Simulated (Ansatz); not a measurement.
Rocksalt PbSe: a single-point calculation in the plane-wave code Ansatz (HSE06). The cell was relaxed with r2SCAN and then strained (epitaxial +1.0 % in the plane normal to [111], free normal strain -1.06 %), with the atoms relaxed again with r2SCAN; k points keep the names of the unstrained zone.

```yaml
crystal:
  lattice:
    - [-0.0423291588, 3.0772600829, 3.0772600829]
    - [3.0772600829, -0.0423291588, 3.0772600829]
    - [3.0772600829, 3.0772600829, -0.0423291588]
  atoms:
    - { symbol: Pb, position: [0.0, 0.0, 0.0] }
    - { symbol: Se, position: [0.5, 0.5, 0.5] }
kpoints:
  mp_grid: { grid: [6, 6, 6] }
  band_path:
    path:
      - [0.0, 0.0, 0.0]
      - [0.5, 0.0, 0.5]
      - [0.625, 0.25, 0.625]
      - [0.375, 0.375, 0.75]
      - [0.5, 0.5, 0.5]
      - [0.5, 0.25, 0.75]
      - [0.0, 0.0, 0.5]
    npoints: 1
hamiltonian:
  xc: hse06
scf:
  occupations: { method: fixed }
  n_extra_bands: 4
output:
  forces: true
  stress: true
  eigenvalues: true
```

The output follows, shortened, with numbered blanks.
```
scf.n_extra_bands = 4 over 15 filled bands (N_el = 30.0): the run solves 19 bands
Functional definition: HSE06
Crystal: 2 atoms, lattice volume = 59.483 Å³
Basis set: ecut = 420 eV, 1193 PW (Γ)
Symmetry: 12 space group operations
Space group: R-3m (ITA 166)
k-points: 32 of 216
[warm-up without exact exchange]
SCF 1 stopped early in 3 iterations: F = -17376.623583 eV  dr2 = 6.35e-6
[exact exchange on]
Exchange kernel: α = 0.2500, screened, ω = 0.2079 Å⁻¹, Wigner–Seitz truncation, v(0) = 1046.8617 eV·Å³, q-mesh 6×6×6
SCF 2 stopped early in 6 iterations: F = -17381.742140 eV  dr2 = 2.92e-6
hybrid outer 1: dexx = +7.281e-3 eV, tail = 4.95e-5 eV
SCF 3 converged in 5 iterations: F = -17381.742174 eV  dr2 = 1.03e-9
hybrid outer 2: dexx = +3.700e-7 eV, tail = 1.40e-8 eV, Δε = 1.82e-3 eV
hybrid SCF converged: 2 outer / 11 inner (+3 warm-up)
Free energy (F): -17381.742174 eV
[1]
--- Stress (GPa, compression-positive) ---
       -0.638267       0.255821       0.255821
        0.255821      -0.638267       0.255821
        0.255821       0.255821      -0.638267
  P = ⅓ Tr σ = -0.6383 GPa (-6.383 kbar)
--- Band table (eV; the first three rows and the last of 32) ---
[2]
```

The rows of the band table are 0: (0, 0, 0) = Γ, 1: (0, 0, 1/6), 2: (0, 0, 1/3), 31: (-1/2, -1/2, -1/2) = L.

Task: Give the withheld lines. They hold the Fermi energy and the band table.

Result:
```
[1]
Fermi energy:    8.166769 eV
[2]
  k-point 0: bands = […, -10.4292, -6.5339, 1.4568, 6.0881, 6.0881, 6.2509, 13.5251, 13.5654, 13.5654, 15.2995]
  k-point 1: bands = […, -10.4227, -6.3207, 0.7272, 6.1723, 6.2977, 6.6339, 11.8876, 12.4508, 12.4616, 15.1828]
  k-point 2: bands = […, -10.4096, -5.7965, -0.5816, 6.3884, 6.4725, 7.5196, 9.9975, 10.9997, 11.0614, 15.9590]
  k-point 31: bands = […, -10.4029, -5.4181, -1.1598, 6.4862, 6.4862, 8.0396, 8.8591, 10.2870, 10.2870, 17.4755]
```
The trailing digits, and the zero of the energies, depend on the potentials and thresholds.

HSE06 gives an indirect gap of 0.69 eV, from L to L; the least direct gap is 0.82 eV at L. With the atoms held, the mean pressure is -0.6 GPa (compression positive). (The program warns that its thresholds are loose for a hybrid's stress.)

Wall time 35 s on 1 × NVIDIA H100 80GB HBM3 with 2 threads of AMD EPYC 7R13 Processor (Zen 3), with other jobs on the host, load about 2.6 per core; peak host memory 3.1 GiB.

No spin polarisation and no zero-point or thermal motion.

Spin-orbit coupling is left out; in compounds of Pb, Bi, Tl or Hg it can lower a gap by up to about 1 eV, split its edges or invert the bands.

The meshes of the hybrids are coarse, so their gaps aren't converged to the digits shown.
